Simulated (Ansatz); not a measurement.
BaSnO$_{3}$:
```xyz
5
Lattice="4.1313 0.0000 0.0000 0.0000 4.1313 0.0000 0.0000 0.0000 4.1313" Properties=species:S:1:pos:R:3 pbc="T T T"
Ba     0.0000     0.0000     0.0000
Sn     2.0656     2.0656     2.0656
O      0.0000     2.0656     2.0656
O      2.0656     2.0656     0.0000
O      2.0656     0.0000     2.0656
```

Relaxed with r²SCAN. Special points in fractions of this cell's reciprocal vectors: Γ (0.000, 0.000, 0.000); X (0.000, 0.500, 0.000); M (0.500, 0.500, 0.000); R (0.500, 0.500, 0.500).

Problem. List the band energies nearest the valence-band maximum at these points for DFT-r²SCAN with spin–orbit coupling in the program Ansatz with PAW potentials.

Solution. In eV from the valence-band maximum; about four levels below and three above (degenerate sets whole), none deeper than 8.9 eV; points with the same levels are listed once.

```tsv
k	below	above
Γ	-0.43 -0.43 -0.43 -0.43	1.57 1.57 5.54 5.54 5.54 5.54
X	-1.05 -1.05 -0.96 -0.96	5.60 5.60 7.38 7.38
M	-0.66 -0.66 -0.05 -0.05	7.45 7.45 8.37 8.37
R	0.00 0.00 0.00 0.00	5.83 5.83 6.02 6.02 6.02 6.02
```

Space group Pm-3m (cubic perovskite). Symmetry was held in the r²SCAN relaxation; phonons on a q-mesh show no instability.

Potentials: the later of the program's two PAW sets.
